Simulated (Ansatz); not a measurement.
# N on Ni(111): change of the work function, part 2 of 2

How does N on the fcc site change the work function of Ni(111) as the layer fills?

Ansatz 0.2.0; plane-wave DFT, PBE, Ansatz PAW.

So far, work function, upper face (eV): step 2 (the clean slab) 5.07; step 3 (37 atoms, coverage 0.111 ML, cell 3x3) 5.34; step 4 (17 atoms, coverage 0.25 ML, cell 2x2) 5.69.

## 5. Adsorbate added, k-mesh 6×6×1, coverage 0.5 ML

System of this step: Ni8N (N/Ni(111)). The cell holds 18 atoms: 16 Ni and 2 N. Its edges and angles: a = 4.978 Å, b = 4.978 Å, c = 25.466 Å, α = 90.0°, β = 90.0°, γ = 60.0°. Vacuum lies along c.

File input.yaml:

```yaml
crystal:
  lattice:
    - [4.9780317395, 0.0, 0.0]
    - [2.4890158698, 4.3111019473, 0.0]
    - [0.0, 0.0, 25.4661806774]
  atoms:
    - { symbol: Ni, position: [0.0, 0.0, 0.3534098856], spin: 0.7 }
    - { symbol: Ni, position: [0.1666666667, 0.1666666667, 0.4332127022], spin: 0.72 }
    - { symbol: Ni, position: [0.3333333333, 0.3333333333, 0.51275018], spin: 0.72 }
    - { symbol: Ni, position: [0.0, 0.0, 0.5914890919], spin: 0.7 }
    - { symbol: Ni, position: [0.0, 0.5, 0.3534098856], spin: 0.7 }
    - { symbol: Ni, position: [0.1666666667, 0.6666666667, 0.4332127022], spin: 0.72 }
    - { symbol: Ni, position: [0.3333333333, 0.8333333333, 0.51275018], spin: 0.72 }
    - { symbol: Ni, position: [0.0, 0.5, 0.5914890919], spin: 0.7 }
    - { symbol: Ni, position: [0.5, 0.0, 0.3534098856], spin: 0.7 }
    - { symbol: Ni, position: [0.6666666667, 0.1666666667, 0.4332127022], spin: 0.72 }
    - { symbol: Ni, position: [0.8333333333, 0.3333333333, 0.51275018], spin: 0.72 }
    - { symbol: Ni, position: [0.5, 0.0, 0.5914890919], spin: 0.7 }
    - { symbol: Ni, position: [0.5, 0.5, 0.3534098856], spin: 0.7 }
    - { symbol: Ni, position: [0.6666666667, 0.6666666667, 0.4332127022], spin: 0.72 }
    - { symbol: Ni, position: [0.8333333333, 0.8333333333, 0.51275018], spin: 0.72 }
    - { symbol: Ni, position: [0.5, 0.5, 0.5914890919], spin: 0.7 }
    - { symbol: "N", position: [0.1666666667, 0.1666666667, 0.6465901144] }
    - { symbol: "N", position: [0.6666666667, 0.1666666667, 0.6465901144] }
magnetization:
  spin_polarized: true
kpoints:
  mp_grid: { grid: [6, 6, 1] }
hamiltonian:
  xc: pbe
scf:
  occupations: { method: fermi_dirac, width: 0.1 }
  convergence: { dr2_threshold: 1.0e-08 }
efield:
  axis: 3
  dipole_correction: true
  ramp_position: 0.97
  ramp_width: 0.06
relax:
  f_tol: 0.02
  max_steps: 60
  constraints: [{ sites: [0, 1, 4, 5, 8, 9, 12, 13] }]
output:
  dos: { projected: true, e_range: [-8, 4] }
  write_potential: true
  write_density: true
  volumetric_format: npy
  elf: true
```

Run with:

```console
ansatz run input.yaml --threads 4 --pin off --max-ram 16384MiB --backend cpu --events-out ev --progress --plain --runs-dir out
```

Wall time 16 min (4 threads of Intel Xeon Platinum 8259CL at 2.50GHz (Skylake/Cascade Lake), shared host); peak memory 3.9 GiB.

Relaxation path:

| step | energy less that of the first step (eV) | largest force component (eV/Å) |
| --- | --- | --- |
| 1 | 0.0000 | 3.9519 |
| 2 | -0.9340 | 3.1333 |
| 3 | -1.8124 | 1.0619 |
| 4 | -1.8312 | 0.7804 |
| 5 | -1.8800 | 0.1396 |
| 6 | -1.8840 | 0.0213 |
| 7 | -1.8841 | 0.0020 |

Forces are held to the 4 operations that the run works with; a distortion that breaks them can't arise in this run.

The atoms that moved most (Å):

| atom | dx | dy | dz | length |
| --- | --- | --- | --- | --- |
| N18 | 0.000 | 0.046 | -0.277 | 0.280 |
| N17 | 0.000 | 0.046 | -0.277 | 0.280 |
| Ni4 | 0.000 | -0.066 | 0.152 | 0.166 |
| Ni12 | 0.000 | -0.066 | 0.152 | 0.166 |
| Ni16 | 0.000 | -0.039 | 0.045 | 0.059 |
| Ni8 | 0.000 | -0.039 | 0.045 | 0.059 |
| Ni11 | 0.000 | -0.008 | -0.020 | 0.022 |
| Ni3 | 0.000 | -0.008 | -0.020 | 0.022 |

Final coordinates:

```cif
data_structure
_symmetry_space_group_name_H-M 'P 1'
_symmetry_Int_Tables_number 1
_cell_length_a 4.9780
_cell_length_b 4.9780
_cell_length_c 25.4662
_cell_angle_alpha 90.000
_cell_angle_beta 90.000
_cell_angle_gamma 60.000
_cell_volume 546.52
loop_
_atom_site_label
_atom_site_type_symbol
_atom_site_fract_x
_atom_site_fract_y
_atom_site_fract_z
_atom_site_occupancy
Ni1 Ni 0.00000 0.00000 0.35341 1
Ni2 Ni 0.16667 0.16667 0.43321 1
Ni3 Ni 0.33427 0.33145 0.51195 1
Ni4 Ni 0.00760 0.98480 0.59747 1
Ni5 Ni 0.00000 0.50000 0.35341 1
Ni6 Ni 0.16667 0.66667 0.43321 1
Ni7 Ni 0.33397 0.83207 0.51328 1
Ni8 Ni 0.00449 0.49102 0.59324 1
Ni9 Ni 0.50000 0.00000 0.35341 1
Ni10 Ni 0.66667 0.16667 0.43321 1
Ni11 Ni 0.83427 0.33145 0.51195 1
Ni12 Ni 0.50760 0.98480 0.59747 1
Ni13 Ni 0.50000 0.50000 0.35341 1
Ni14 Ni 0.66667 0.66667 0.43321 1
Ni15 Ni 0.83397 0.83207 0.51328 1
Ni16 Ni 0.50449 0.49102 0.59324 1
N17 N 0.16133 0.17734 0.63573 1
N18 N 0.66133 0.17734 0.63573 1
```

The density of states has structure finer than the step of the table below, so its rows give means over 0.5 eV, whole bins alone (the curve runs from -8 to 1.98 eV). Peaks (eV: height): total -2.11: 57.4, -2.02: 60.4, -1.77: 50.0, -1.56: 50.1, -1.38: 62.9, -1.32: 60.7, -0.63: 66.9; up -2.11: 36.6, -2.02: 45.3, -1.77: 26.5, -1.59: 25.9, -1.26: 38.3, -0.84: 34.4, -0.63: 38.3; down -2.56: 31.6, -1.56: 28.9, -1.38: 34.0, -1.32: 28.9, -0.63: 28.6, -0.03: 29.4, 0.15: 31.7.

The density of states by energy, zero at the Fermi level; means over each step; values in states/eV a cell:

| energy (eV) | total | up | down |
| --- | --- | --- | --- |
| -7.5 | 1.00 | 0.503 | 0.500 |
| -7.0 | 2.09 | 1.04 | 1.05 |
| -6.5 | 5.04 | 2.53 | 2.51 |
| -6.0 | 5.15 | 2.63 | 2.52 |
| -5.5 | 6.05 | 3.09 | 2.97 |
| -5.0 | 9.59 | 5.45 | 4.14 |
| -4.5 | 13.0 | 7.85 | 5.16 |
| -4.0 | 20.0 | 11.9 | 8.08 |
| -3.5 | 23.5 | 13.1 | 10.4 |
| -3.0 | 29.0 | 15.2 | 13.8 |
| -2.5 | 34.5 | 19.3 | 15.2 |
| -2.0 | 41.9 | 23.9 | 17.9 |
| -1.5 | 44.9 | 21.4 | 23.6 |
| -1.0 | 43.0 | 24.5 | 18.5 |
| -0.5 | 38.3 | 17.7 | 20.5 |
| 0.0 | 27.4 | 5.70 | 21.7 |
| 0.5 | 12.0 | 3.45 | 8.53 |
| 1.0 | 7.97 | 4.30 | 3.66 |
| 1.5 | 4.73 | 1.34 | 3.39 |

The relaxation took 7 steps and lowered the energy by 1.9 eV; the largest force on the free atoms ends at 0.0020 eV/Å.

The covered face has 6.32 eV, +1.25 eV against the clean one; the bare back face has moved by -0.00 eV, a measure of how thin the slab is.

## 6. The covered slab, k-mesh 12×12×1, coverage 1 ML

System of this step: Ni4N (N/Ni(111)). The cell holds 5 atoms: 4 Ni and 1 N. Its edges and angles: a = 2.489 Å, b = 2.489 Å, c = 25.466 Å, α = 90.0°, β = 90.0°, γ = 60.0°. Vacuum lies along c.

input.yaml, the sections that differ from step 5:

```yaml
crystal:
  lattice:
    - [2.4890158698, 0.0, 0.0]
    - [1.2445079349, 2.1555509736, 0.0]
    - [0.0, 0.0, 25.4661806774]
  atoms:
    - { symbol: Ni, position: [0.0, 0.0, 0.3534098856], spin: 0.7 }
    - { symbol: Ni, position: [0.3333333333, 0.3333333333, 0.4332127022], spin: 0.72 }
    - { symbol: Ni, position: [0.6666666667, 0.6666666667, 0.51275018], spin: 0.72 }
    - { symbol: Ni, position: [0.0, 0.0, 0.5914890919], spin: 0.7 }
    - { symbol: "N", position: [0.3333333333, 0.3333333333, 0.6465901144] }
kpoints:
  mp_grid: { grid: [12, 12, 1] }
relax:
  f_tol: 0.02
  max_steps: 60
  constraints: [{ sites: [0, 1] }]
output:
  write_potential: true
  write_density: true
  volumetric_format: npy
# magnetization, hamiltonian, scf, efield: as in step 5
```

The job ended after 74 s (4 threads; peak memory 0.64 GiB).

Step by step:

| step | energy less that of the first step (eV) | largest force component (eV/Å) |
| --- | --- | --- |
| 1 | 0.0000 | 3.6659 |
| 2 | -0.2985 | 2.9674 |
| 3 | -0.4786 | 2.0557 |
| 4 | -0.6108 | 0.1466 |
| 5 | -0.6124 | 0.0087 |

Forces are held to the 6 operations that the run works with; a distortion that breaks them can't arise in this run.

The atoms that moved most (Å):

| atom | dx | dy | dz | length |
| --- | --- | --- | --- | --- |
| N5 | 0.000 | 0.000 | -0.166 | 0.166 |
| Ni4 | 0.000 | 0.000 | 0.137 | 0.137 |

The relaxed structure:

```xyz
5
Lattice="2.4890 0.0000 0.0000 1.2445 2.1556 0.0000 0.0000 0.0000 25.4662" Properties=species:S:1:pos:R:3
Ni    0.0000    0.0000    9.0000
Ni    1.2445    0.7185   11.0323
Ni    2.4890    1.4370   13.0561
Ni    0.0000    0.0000   15.1997
N     1.2445    0.7185   16.3006
```

Running mean over 2.032 Å of the planar mean; the ramp of the sawtooth is left out. Table of electron's electrostatic potential energy less the Fermi level by z:

z (Å), electron's electrostatic potential energy less the Fermi level (eV) and a bar from the least value:
```
      3.0        5.1 ###########################
      3.5        5.1 ###########################
      4.0        5.1 ###########################
      4.5        5.1 ###########################
      5.0        5.1 ###########################
      5.5        5.1 ###########################
      6.0        5.0 ###########################
      6.5        4.9 ###########################
      7.0        4.4 ##########################
      7.5        2.3 #######################
      8.0       -3.2 ################
      8.5       -8.4 #########
      9.0      -10.0 ######
      9.5      -10.2 ######
     10.0      -10.3 ######
     10.5      -10.3 ######
     11.0      -10.4 ######
     11.5      -10.4 ######
     12.0      -10.4 ######
     12.5      -10.4 ######
     13.0      -10.3 ######
     13.5       -9.9 #######
     14.0       -9.4 #######
     14.5      -10.1 ######
     15.0      -12.2 ###
     15.5      -14.8 
     16.0      -12.1 ####
     16.5       -5.5 #############
     17.0       -0.1 ####################
     17.5        4.6 ##########################
     18.0        7.0 #############################
     18.5        7.4 ##############################
     19.0        7.4 ##############################
     19.5        7.5 ##############################
     20.0        7.5 ##############################
     20.5        7.5 ##############################
     21.0        7.5 ##############################
     21.5        7.5 ##############################
     22.0        7.5 ##############################
```

The relaxation took 5 steps and lowered the energy by 0.61 eV; the largest force on the free atoms ends at 0.0087 eV/Å.

The covered face has 7.45 eV, +2.38 eV against the clean one; the bare back face has moved by +0.00 eV, a measure of how thin the slab is.

## 7. Work function against coverage

This step: plane-wave DFT, PBE, Ansatz PAW; work function against coverage (Ansatz 0.2.0).

The runs are now put side by side.

This step gave:

```
work function of the clean face     : 5.072 eV
largest change of the work function : 2.382 eV
```

Work function of the covered face against coverage:

| coverage (adsorbates/nm²) | work function of the covered face (eV) |
| --- | --- |
| 0.00 | 5.07 |
| 2.07 | 5.34 |
| 4.66 | 5.69 |
| 9.32 | 6.32 |
| 18.64 | 7.45 |

The dipole per adsorbate comes from the change of the cell's dipole. Coverage, by row:

| coverage (1/nm²) | coverage (ML) | work function (eV) | change (eV) | dipole per adsorbate, positive end outwards (debye) | mean height of the added atoms over the highest substrate atom (Å) |
| --- | --- | --- | --- | --- | --- |
| 2.071 | 0.1111 | 5.34 | 0.2685 | -0.347 | 0.9589 |
| 4.66 | 0.25 | 5.693 | 0.6213 | -0.356 | 0.9791 |
| 9.319 | 0.5 | 6.319 | 1.247 | -0.356 | 0.9743 |
| 18.64 | 1 | 7.454 | 2.382 | -0.339 | 1.101 |

## 8. Summary of results

- work function of the clean face: 5.07 eV
- work function at 0.11 ML: 5.34 eV
- work function at 0.25 ML: 5.69 eV
- work function at 0.5 ML: 6.32 eV
- work function at 1 ML: 7.45 eV
- dipole per adsorbate at 0.11 ML, positive end outwards: -0.35 D

In words: N raises the work function of Ni(111) at the lowest coverage, by 0.27 eV: the adsorbate layer has its negative end outwards. The slab has 4 layers, at the tabulated experimental lattice constant, one starting site was run, and quantum-size effects of a slab this thin can reach one or two tenths of an eV. The magnetic order is the one reached from the typed start; other orders were not compared.

[Logs are printed without paths, hosts, clocks, repeated set-up lines and the standing remarks that a program may print on its own settings, such as how far it seeks lower states.]

[Hosts, paths, dates, database ids (printed as entryN), source tags and the programs' standing remarks are cut or masked in the printed files.]

[Maps of the electrostatic potential energy from Ansatz leave out the sawtooth potential of an applied field or a dipole correction, so their vacuum need not be flat; planar profiles and work functions include it.]

[The density of states shown here was stored with 400 of the rows of the run's finer table, so its peaks can read low, often by over a quarter, or be missed, and its means over a window can be off by a tenth or more.]
